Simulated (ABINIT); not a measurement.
# As (Cmce) in ABINIT: band structure with LDA

Aim: the band structure of As with LDA.

All numbers are computed with ABINIT 10.8.3 (patched build); they aren't measurements. Logs are shortened: lines on timing, memory, paths and dates and some standing lists are left out, and cuts for length are marked. The log counts tension as positive stress, the text compression.

**1. Starting point**

It takes space group Cmce (No. 64, orthorhombic). Conventional cell: a = 3.650 Å, b = 11.000 Å, c = 4.470 Å, α = 90.00°, β = 90.00°, γ = 90.00°. As (site symmetry m) is surrounded by 3 As at 2.48 to 2.49 Å.

This isn't the form of As at room conditions, which is rhombohedral.

**2. Band structure, LDA**

Input file run.abi:

```
# Datasets: ground state, then fixed potential
ndtset 2

# Pseudopotentials
pp_dirpath "./"
pseudos "As.LDA_PW-JTH.xml"

# Structure
acell 3*1.0 Angstrom
rprim
     1.8250000000    -5.5000000000     0.0000000000
     1.8250000000     5.5000000000     0.0000000000
     0.0000000000     0.0000000000     4.4700000000
ntypat 1
znucl 33
natom 4
typat 1 1 1 1
xred
     0.3900000000     0.6100000000     0.5600000000
     0.8900000000     0.1100000000     0.9400000000
     0.6100000000     0.3900000000     0.4400000000
     0.1100000000     0.8900000000     0.0600000000
chkprim 0
chksymtnons 0
tolsym 1.0e-6

# Plane-wave basis
ecut 15.0
pawecutdg 30.0

# Exchange and correlation
ixc 7

# Bands and occupations
occopt 3
tsmear 0.05 eV

# SCF cycle
nstep 100

# Output
iomode 3
prtwf 0
prteig 0
prtebands 0
prtden1 1

# Dataset 1
kptopt1 1
ngkpt1 8 8 6
nshiftk1 1
shiftk1 0.0 0.0 0.0
nband1 36
tolvrs1 1.0e-9

# Dataset 2: bands along G-X-S-R-A-Z-G-Y-X1-A1-T-Y
iscf2 -2
getden2 1
nband2 42
nbdbuf2 4
tolwfr2 1.0e-11
kptopt2 -11
ndivsm2 5
prteig2 1
kptbounds2
     0.0000000000     0.0000000000     0.0000000000
     0.2775258264     0.2775258264     0.0000000000
     0.0000000000     0.5000000000     0.0000000000
     0.0000000000     0.5000000000     0.5000000000
     0.2775258264     0.2775258264     0.5000000000
     0.0000000000     0.0000000000     0.5000000000
     0.0000000000     0.0000000000     0.0000000000
    -0.5000000000     0.5000000000     0.0000000000
    -0.2775258264     0.7224741736     0.0000000000
    -0.2775258264     0.7224741736     0.5000000000
    -0.5000000000     0.5000000000     0.5000000000
    -0.5000000000     0.5000000000     0.0000000000
```

Potentials or basis: JTH PAW LDA v2.0.

Launch:

```sh
$ abinit run.abi > log 2>&1
```

run.abo:

```text
.Version 10.8.3 of ABINIT
 DATASET    1 : space group Cm c a (# 64); Bravais oC (1-face-center ortho.)
================================================================================
 Values of the parameters that define the memory need for DATASET  1.
     intxc =       0    ionmov =       0      iscf =      17    lmnmax =      18
     lnmax =       6     mgfft =      40  mpssoang =       3    mqgrid =    3001
     natom =       4  nloc_mem =       2    nspden =       1   nspinor =       1
    nsppol =       1      nsym =       8    n1xccc =       1    ntypat =       1
    occopt =       3   xclevel =       1
       mpw =        1700          nfft =       48000          nkpt =          84
 PAW method is used; the additional fine FFT grid is defined by:
   mgfftf=        54    nfftf =    131220
================================================================================
================================================================================

 DATASET    2 : space group Cm c a (# 64); Bravais oC (1-face-center ortho.)
================================================================================
 Values of the parameters that define the memory need for DATASET  2.
     intxc =       0    ionmov =       0      iscf =      -2    lmnmax =      18
     lnmax =       6     mgfft =      40  mpssoang =       3    mqgrid =    3001
     natom =       4  nloc_mem =       2    nspden =       1   nspinor =       1
    nsppol =       1      nsym =       8    n1xccc =       1    ntypat =       1
    occopt =       3   xclevel =       1
       mpw =        1710          nfft =       48000          nkpt =         126
 PAW method is used; the additional fine FFT grid is defined by:
   mgfftf=        54    nfftf =    131220
================================================================================
================================================================================

--------------------------------------------------------------------------------
------------- Echo of variables that govern the present computation ------------
--------------------------------------------------------------------------------
 -outvars: echo values of preprocessed input variables --------
            acell      1.8897261259E+00  1.8897261259E+00  1.8897261259E+00 Bohr
              amu      7.49215900E+01
          chkprim           0
      chksymtnons           0
             ecut      1.50000000E+01 Hartree
           getden1          0
           getden2          1
             iscf1         17
             iscf2         -2
                       outvar_i_n : Printing only first  50 k-points.
              ixc           7
           jdtset        1    2
                       outvar_i_n : Printing only first  50 k-points.
           kptopt1          1
           kptopt2        -11
         kptrlatt        8    0    0      0    8    0      0    0    6
          kptrlen1     5.06824547E+01
          kptrlen2     3.00000000E+01
            natom           4
            nband1         36
            nband2         42
           nbdbuf1          0
           nbdbuf2          4
           ndtset           2
           ndivsm1          0
           ndivsm2          5
            ngfft          40      40      30
          ngfftdg          54      54      45
             nkpt1         84
             nkpt2        126
            nstep         100
             nsym           8
           ntypat           1
                       prtocc : prtvol=0, do not print more k-points.
           occopt           3
        pawecutdg      3.00000000E+01 Hartree
        prtebands           0
           prteig1          0
           prteig2          1
            prtwf           0
            rprim      1.8250000000E+00 -5.5000000000E+00  0.0000000000E+00
                       1.8250000000E+00  5.5000000000E+00  0.0000000000E+00
                       0.0000000000E+00  0.0000000000E+00  4.4700000000E+00
           shiftk1     0.00000000E+00  0.00000000E+00  0.00000000E+00
[... 290 lines left out ...]
 -1.1153E+00 -1.1153E+00 -1.1150E+00 -1.1147E+00 -1.1141E+00 -1.1137E+00
 -1.1136E+00 -1.1131E+00 -3.3727E-01 -2.3579E-01 -1.4045E-01 -1.8520E-02
[... 1739 lines left out ...]
 Non-SCF case, kpt  126 ( -0.50000  0.50000  0.00000), residuals and eigenvalues=
  8.39E-12  9.26E-12  7.63E-12  5.41E-12  6.74E-12  6.32E-12  7.02E-12  7.45E-12
  4.28E-12  4.43E-12  3.33E-12  6.40E-12  8.19E-12  5.17E-12  5.17E-12  3.55E-12
  8.35E-12  9.52E-12  9.39E-12  4.10E-12  4.12E-12  5.24E-12  3.17E-12  2.78E-12
  6.42E-12  4.15E-12  5.48E-12  7.99E-12  2.75E-12  2.79E-12  2.38E-12  9.98E-12
  9.61E-12  3.30E-12  5.60E-12  5.33E-12  6.92E-12  5.98E-12  6.15E-12  2.25E-11
  2.42E-09  6.35E-06
 -1.1200E+00 -1.1199E+00 -1.1193E+00 -1.1184E+00 -1.1182E+00 -1.1172E+00
 -1.1171E+00 -1.1169E+00 -1.1165E+00 -1.1160E+00 -1.1157E+00 -1.1157E+00
 -1.1153E+00 -1.1152E+00 -1.1151E+00 -1.1147E+00 -1.1141E+00 -1.1136E+00
 -1.1136E+00 -1.1131E+00 -3.2457E-01 -2.6454E-01 -1.3483E-01 -3.7579E-02
  4.0396E-02  4.4114E-02  8.3208E-02  1.4559E-01  1.6107E-01  1.9243E-01
  2.1098E-01  2.7914E-01  2.9306E-01  3.1674E-01  3.8190E-01  4.0797E-01
  4.7071E-01  4.8484E-01  4.8511E-01  4.8698E-01  4.8885E-01  5.4430E-01

--- !ResultsGS
iteration_state: {dtset: 2, }
comment   : Summary of ground state results
lattice_vectors:
- [  3.4487502, -10.3934937,   0.0000000, ]
- [  3.4487502,  10.3934937,   0.0000000, ]
- [  0.0000000,   0.0000000,   8.4470758, ]
lattice_lengths: [  10.95073,   10.95073,    8.44708, ]
lattice_angles: [ 90.000,  90.000, 143.286, ] # degrees, (23, 13, 12)
lattice_volume:   6.0556348E+02
convergence: {deltae:  0.000E+00, res2:  0.000E+00, residm:  9.994E-12, diffor:  0.000E+00, }
etotal    :  -4.56524455E+02
entropy   :   0.00000000E+00
fermie    :   2.05724355E-01
cartesian_stress_tensor: null
pressure_GPa: null
xred      :
- [  3.9000E-01,   6.1000E-01,   5.6000E-01, As]
- [  8.9000E-01,   1.1000E-01,   9.4000E-01, As]
- [  6.1000E-01,   3.9000E-01,   4.4000E-01, As]
- [  1.1000E-01,   8.9000E-01,   6.0000E-02, As]
cartesian_forces: null
force_length_stats: {min: null, max: null, mean: null, }
...

 Integrated electronic density in atomic spheres:
 ------------------------------------------------
 Atom  Sphere_radius  Integrated_density
    1        2.10392         12.61227962
    2        2.10392         12.61360939
    3        2.10392         12.61227962
    4        2.10392         12.61360939

================================================================================

 ----iterations are completed or convergence reached----

 Mean square residual over all n,k,spin=   55.320E-13; max=  99.944E-13
 reduced coordinates (array xred) for    4 atoms
       0.390000000000      0.610000000000      0.560000000000
       0.890000000000      0.110000000000      0.940000000000
       0.610000000000      0.390000000000      0.440000000000
       0.110000000000      0.890000000000      0.060000000000

 cartesian coordinates (angstrom) at end:
    1      1.82500000000000     1.21000000000000     2.50320000000000
    2      1.82500000000000    -4.29000000000000     4.20180000000000
    3      1.82500000000000    -1.21000000000000     1.96680000000000
    4      1.82500000000000     4.29000000000000     0.26820000000000
 length scales=  1.889726125908  1.889726125908  1.889726125908 bohr
              =  1.000000000000  1.000000000000  1.000000000000 angstroms
 Eigenvalues (hartree) for nkpt= 126  k points:
 kpt#   1, nband= 42, wtk=  1.00000, kpt=  0.0000  0.0000  0.0000 (reduced coord)
  -1.12003   -1.11993   -1.11931   -1.11841   -1.11819   -1.11710   -1.11710   -1.11697
  -1.11646   -1.11609   -1.11575   -1.11570   -1.11525   -1.11525   -1.11501   -1.11474
  -1.11415   -1.11366   -1.11357   -1.11309   -0.33727   -0.23579   -0.14045   -0.01852
  -0.01527    0.04870    0.09649    0.12463    0.13880    0.16808    0.27849    0.28105
   0.29845    0.33022    0.38246    0.40086    0.46686    0.46968    0.51411    0.51817
   0.53018    0.54619
 kpt#   2, nband= 42, wtk=  1.00000, kpt=  0.0173  0.0173  0.0000 (reduced coord)
  -1.12003   -1.11992   -1.11931   -1.11840   -1.11818   -1.11712   -1.11710   -1.11695
  -1.11647   -1.11609   -1.11575   -1.11572   -1.11525   -1.11525   -1.11501   -1.11474
  -1.11415   -1.11366   -1.11358   -1.11309   -0.33683   -0.23534   -0.14094   -0.01974
  -0.01485    0.04911    0.09459    0.12498    0.13789    0.16832    0.27887    0.28418
   0.30065    0.32732    0.37953    0.39739    0.46389    0.46763    0.51023    0.52139
   0.53732    0.54811
 kpt#   3, nband= 42, wtk=  1.00000, kpt=  0.0347  0.0347  0.0000 (reduced coord)
  -1.12001   -1.11989   -1.11930   -1.11838   -1.11815   -1.11715   -1.11711   -1.11690
  -1.11651   -1.11609   -1.11577   -1.11575   -1.11524   -1.11522   -1.11501   -1.11476
[... 851 lines left out ...]
 kpt# 125, nband= 42, wtk=  1.00000, kpt= -0.5000  0.5000  0.0417 (reduced coord)
  -1.12002   -1.11994   -1.11930   -1.11844   -1.11819   -1.11717   -1.11708   -1.11694
  -1.11651   -1.11600   -1.11576   -1.11570   -1.11527   -1.11522   -1.11505   -1.11472
  -1.11411   -1.11364   -1.11359   -1.11311   -0.32422   -0.26442   -0.13589   -0.04042
   0.04198    0.04667    0.08359    0.14666    0.16106    0.19227    0.21097    0.27978
   0.29162    0.31561    0.37978    0.40611    0.46603    0.48488    0.48537    0.48863
   0.49265    0.54676
 kpt# 126, nband= 42, wtk=  1.00000, kpt= -0.5000  0.5000  0.0000 (reduced coord)
  -1.12002   -1.11994   -1.11931   -1.11844   -1.11819   -1.11718   -1.11707   -1.11694
  -1.11650   -1.11601   -1.11575   -1.11571   -1.11528   -1.11522   -1.11505   -1.11473
  -1.11411   -1.11364   -1.11358   -1.11310   -0.32457   -0.26454   -0.13483   -0.03758
   0.04040    0.04411    0.08321    0.14559    0.16107    0.19243    0.21098    0.27914
   0.29306    0.31674    0.38190    0.40797    0.47071    0.48484    0.48511    0.48698
   0.48885    0.54430

== END DATASET(S) ==============================================================
================================================================================

 -outvars: echo values of variables after computation  --------
            acell      1.8897261259E+00  1.8897261259E+00  1.8897261259E+00 Bohr
           etotal1    -4.5652445515E+02
            fcart1     1.2184485745E-19 -4.9644265509E-04  3.5206022229E-03
                      -3.9052973595E-21 -4.9644265509E-04 -3.5206022229E-03
                      -1.3424640198E-20  4.9644265509E-04 -3.5206022229E-03
                      -1.0451491989E-19  4.9644265509E-04  3.5206022229E-03
            rprim      1.8250000000E+00 -5.5000000000E+00  0.0000000000E+00
                       1.8250000000E+00  5.5000000000E+00  0.0000000000E+00
                       0.0000000000E+00  0.0000000000E+00  4.4700000000E+00
           strten1     3.8667024288E-05  6.0449253667E-05  9.5863036604E-05
                       0.0000000000E+00  0.0000000000E+00  0.0000000000E+00
           xangst      1.8250000000E+00  1.2100000000E+00  2.5032000000E+00
                       1.8250000000E+00 -4.2900000000E+00  4.2018000000E+00
                       1.8250000000E+00 -1.2100000000E+00  1.9668000000E+00
                       1.8250000000E+00  4.2900000000E+00  2.6820000000E-01
             xred      3.9000000000E-01  6.1000000000E-01  5.6000000000E-01
                       8.9000000000E-01  1.1000000000E-01  9.4000000000E-01
                       6.1000000000E-01  3.9000000000E-01  4.4000000000E-01
                       1.1000000000E-01  8.9000000000E-01  6.0000000000E-02
 Calculation completed.
```

It took 6 min on 1 thread of Arm Neoverse V2, shared host; peak memory 0.23 GiB.

Results:

| Property | Result |
| --- | --- |
| Free energy | -12422.6633 eV |
| Pressure | -1.9 GPa |
| Largest force | 0.183 eV/Å |
| Band gap on the k mesh | none (metal or under the smearing width) |
| Valence electrons inside the program's atomic spheres | As 12.61 (radii [1.1133] Å) |

Forces in eV/Å, atoms in the order of the input:
```
As   0.000 -0.026  0.181
As   0.000 -0.026 -0.181
As   0.000  0.026 -0.181
As   0.000  0.026  0.181
```

Stress tensor (GPa, compression positive):
```
-1.14  0.00  0.00
 0.00 -1.78  0.00
 0.00  0.00 -2.82
```

Levels at the corners of the path, in eV from the Fermi level:
```csv
point,band 27,band 28,band 29,band 30,band 31,band 32,band 33,band 34
Γ,-2.97,-2.21,-1.82,-1.02,1.98,2.05,2.52,3.39
X,-2.71,-2.65,-2.23,-1.91,0.56,0.71,0.71,1.88
S,-2.48,-2.48,-2.32,-2.32,0.84,0.84,1.03,1.03
R,-4.59,-4.59,-1.79,-1.79,1.99,1.99,4.60,4.60
A,-3.94,-3.94,-1.86,-1.86,2.25,2.25,4.49,4.49
Z,-1.92,-1.92,-0.59,-0.59,1.01,1.01,2.09,2.09
Γ,-2.97,-2.21,-1.82,-1.02,1.98,2.05,2.52,3.39
Y,-3.33,-1.64,-1.22,-0.36,0.14,2.00,2.38,3.02
X1,-2.71,-2.65,-2.23,-1.91,0.56,0.71,0.71,1.88
A1,-3.94,-3.94,-1.86,-1.86,2.25,2.25,4.49,4.49
T,-1.86,-1.86,-1.09,-1.09,1.48,1.48,1.73,1.73
Y,-3.33,-1.64,-1.22,-0.36,0.14,2.00,2.38,3.02
```
